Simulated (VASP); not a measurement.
Write the native input for VASP 6.6.1 that does the following.

| Property | Result |
| --- | --- |
| Task | single point |
| Functional | PBEsol |
| Potentials or basis | VASP PAW PBE potentials, release 64 (Mo_sv, S) |
| Cutoff | 700 eV |
| k mesh | 12 × 12 × 1 |
| Occupations | gaussian, width 0.02 eV |
| Spin | no spin polarisation |
| Further INCAR settings | ALGO = Normal; EDIFF = 1e-06; NBANDS = 64 |

The structure of MoS2 lies in POSCAR:

```
MoS2
1.0
    3.1414000000      0.0000000000      0.0000000000
   -1.5707000000      2.7205400000      0.0000000000
    0.0000000000      0.0000000000     33.7480500000
Mo S
4 8
Direct
    0.6666700000      0.3333300000      0.9065300000
    0.6666700000      0.3333300000      0.2788500000
    0.3333300000      0.6666700000      0.7211500000
    0.3333300000      0.6666700000      0.0934700000
    0.3333300000      0.6666700000      0.9527300000
    0.3333300000      0.6666700000      0.3250100000
    0.6666700000      0.3333300000      0.7673500000
    0.6666700000      0.3333300000      0.1396600000
    0.3333300000      0.6666700000      0.8603400000
    0.3333300000      0.6666700000      0.2326500000
    0.6666700000      0.3333300000      0.6749900000
    0.6666700000      0.3333300000      0.0472700000
```

The input as run:

INCAR

```
SYSTEM = MoS2
PREC     = Accurate       ! precision mode
ENCUT    = 700            ! plane-wave cutoff, eV
EDIFF    = 1E-6           ! SCF threshold, eV
ISMEAR   = 0              ! smearing method
SIGMA    = 0.02           ! smearing width, eV
LREAL    = .False.        ! projectors in reciprocal space
LASPH    = .True.         ! aspherical terms in the spheres
NELM     = 100            ! most SCF steps
ALGO     = Normal         ! electronic algorithm
ISIF     = 2              ! what is computed and relaxed
LWAVE    = .False.        ! write WAVECAR
LCHARG   = .False.        ! write CHGCAR
GGA      = PS             ! functional
NBANDS   = 64             ! bands
```

KPOINTS

```
regular mesh
0
Gamma
  12 12 1
  0 0 0
```

Potentials or basis: VASP PAW PBE potentials, release 64 (Mo_sv, S).

Run with:

```bash
$ cat potpaw_PBE.64/Mo_sv/POTCAR potpaw_PBE.64/S/POTCAR > POTCAR
$ mpirun -np 1 vasp_std > vasp.out
```

Results of the run:

- Largest force: 0.009 eV/Å
- Band gap on the k mesh: 1.12 eV, indirect (least direct gap 1.76 eV)

Caveat: the PAW data sets were made with another functional, which shifts forces and pressure a little.

It took 21 min on 1 thread of AMD EPYC 9R45 96-Core Processor (Zen 5), with other jobs on the host, peak memory 1.1 GiB.
